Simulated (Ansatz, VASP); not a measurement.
Si: VASP beside Ansatz

The input INCAR:

```
ALGO     = Normal         # electronic algorithm
EDIFF    = 1E-6           # SCF threshold, eV
ENCUT    = 520            # plane-wave cutoff, eV
GGA      = PS             # functional
ISIF     = 2              # what is computed and relaxed
ISMEAR   = 0              # smearing method
LASPH    = True           # aspherical terms in the spheres
LCHARG   = False          # write CHGCAR
LREAL    = False          # projectors in reciprocal space
LWAVE    = False          # write WAVECAR
NBANDS   = 8              # bands
NELM     = 60             # most SCF steps
PREC     = Accurate       # precision mode
SIGMA    = 0.15           # smearing width, eV
```

Contents of KPOINTS:

```
k-points
0
Gamma
  26 26 26
```

File POSCAR:

```
Si
1.0
   -1.6492042056      1.6492042056      1.2848820558
    1.6492042056     -1.6492042056      1.2848820558
    1.6492042056      1.6492042056     -1.2848820558
Si
1
Direct
    0.0000000000      0.0000000000      0.0000000000
```

Input for Ansatz:

```yaml
crystal:
  lattice:
    - [-1.6492042056, 1.6492042056, 1.2848820558]
    - [1.6492042056, -1.6492042056, 1.2848820558]
    - [1.6492042056, 1.6492042056, -1.2848820558]
  atoms:
    - { symbol: Si, position: [0.0, 0.0, 0.0] }
basis:
  ecutwfc: 420
kpoints:
  mp_grid: { grid: [26, 26, 26] }
hamiltonian:
  xc: pbesol
scf:
  occupations: { method: gaussian, width: 0.15 }
output:
  forces: true
  stress: true
  eigenvalues: true
  write_density: true
  write_potential: true
  elf: true
  volumetric_format: npy
```

Alike in both runs: task single point; functional PBEsol; k mesh 26 × 26 × 26; occupations gaussian, width 0.15 eV; no spin polarisation.

|  | VASP | Ansatz |
| --- | --- | --- |
| version | VASP 6.6.1 | Ansatz 0.2.0 |
| potentials or method | VASP PAW PBE potentials, release 64 (Si) | scalar-relativistic, plane waves, PAW |
| plane-wave cutoff (eV) | 520 | 420 |
| valence electrons in the cell | 4 | 4 |

Ansatz gave:

| Quantity | Value |
| --- | --- |
| gap on the k mesh at the Fermi level (eV) | none |
| pressure (GPa) | 1.2 |
| largest component of the traceless stress (GPa) | 1.75 |

Problem. Which values does VASP return?

Solution. gap on the k mesh at the Fermi level (eV): none; pressure (GPa): 1.4; largest component of the traceless stress (GPa): 1.76.

A gap of «none» marks a metal or a gap that the smearing closes.

Caveats: the PAW data sets were made with another functional, which shifts forces and pressure a little (VASP).
